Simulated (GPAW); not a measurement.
MoS2: equation of state with PBEsol

MoS2:

```
Mo S
1.0
     1.58000    0.91221    6.15000
    -1.58000    0.91221    6.15000
     0.00000   -1.82443    6.15000
Mo S
1 2
Direct
  0.00000 0.00000 0.00000
  0.41700 0.41700 0.41700
  0.25000 0.25000 0.25000
```

Measurements of this composition are mostly on another form, of space group No. 194.

```json
{
  "Program": "GPAW 26.7.0",
  "Task": "equation of state",
  "Functional": "PBEsol",
  "Potentials or basis": "PAW data sets generated in the run's folder for this functional",
  "Cutoff": "600 eV",
  "Basis": "pw",
  "k mesh": "10 × 10 × 10",
  "Occupations": "fermi-dirac, width 0.05 eV",
  "Spin": "no spin polarisation"
}
```

```yaml
Equilibrium_volume: 17.76 Å³/atom
Bulk_modulus_at_fixed_shape_and_positions: 154 GPa
Pressure_derivative_of_the_bulk_modulus: 4.4
```

Energy against volume, from the lowest point:
| volume (Å³/atom) | energy (meV/atom) |
| --- | --- |
| 16.664 | 36.50 |
| 17.019 | 16.11 |
| 17.373 | 4.23 |
| 17.728 | 0.00 |
| 18.083 | 2.63 |
| 18.437 | 11.42 |
| 18.792 | 25.74 |

Wall time 7.7 min on 4 MPI ranks on Arm Neoverse V2, with other jobs on the host, peak memory 0.51 GiB a rank.

Caveat: the cell was scaled at fixed shape and fractional positions, which overstates the stiffness of a crystal with free parameters, most of all of layers and chains; the program warned that so skewed a cell can give wrong results.
